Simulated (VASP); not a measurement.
# AlCo, self-consistent run: which settings are enough?

AlCo, Pm-3m (no. 221), 2 atoms in the cell. RPBE; PAW potentials Co, Al (PBE set). VASP 6.6.1.

Wanted: energy within 0.2 meV/atom; Fermi level within 0.005 eV.

What the run is for: comparing ways to start; Accuracy asked: tight.

POSCAR:
```
AlCo
1.0
    2.8194032100      0.0000000000      0.0000000000
    0.0000000000      2.8194032100      0.0000000000
    0.0000000000      0.0000000000      2.8194032100
Co Al
1 1
Direct
    0.5000000000      0.5000000000      0.5000000000
    0.0000000000      0.0000000000      0.0000000000
```

## How the run starts (with a second run first, the time holds both)

| How the run starts (with a second run first, the time holds both) | Energy less reference (meV/atom) | Fermi level (eV) | Time (s) |
|---|---|---|---|
| from scratch: 14 SCF iterations | 0.00 | 11.1569 | 14 |
| density of a coarse mesh (ICHARG 1): 13 + 10 SCF iterations | 0.00 | 11.1569 | 14 |
| orbitals of a lower cutoff (ISTART 1): 14 + 6 SCF iterations | 0.00 | 11.1570 | 17 |
| orbitals of a loose run: 10 + 5 SCF iterations | 0.00 | 11.1571 | 13 |

Chosen: from scratch: 14 SCF iterations; no other choice that stays within half of the tolerance saves 30 % of the time.

The chosen settings are those of the reference run.

## The input

INCAR:
```
SYSTEM = AlCo
  GGA = RP
  ISPIN = 2
  MAGMOM = 2 0
  LORBIT = 11
  ISMEAR = 1
  SIGMA = 0.1
  LWAVE = .FALSE.
  LCHARG = .FALSE.
  ISIF = 2
  PREC = Accurate
  LASPH = .TRUE.
  LREAL = .FALSE.
  ALGO = Normal
  EDIFF = 1E-6
  NELM = 200
  GGA_COMPAT = .FALSE.
  ENCUT = 400
  LMAXMIX = 4
```

KPOINTS:
```
k-points
0
Gamma
  12 12 12
```

Commands:
```
cat potpaw_PBE.64/Co/POTCAR potpaw_PBE.64/Al/POTCAR > POTCAR
mpirun -np 1 vasp_std > vasp.out
```

The chosen input took VASP 6.6.1 14 s on 1 core (AMD EPYC 9R14 (Zen 4)), a shared host.

## An input that fails: restart asked without its files

VASP's message: ERROR: charge density could not be read from file CHGCAR for ICHARG>10.

Changes against the starting input:
```
- NELM = 200
+ NELM = 60
+ ICHARG = 11
```
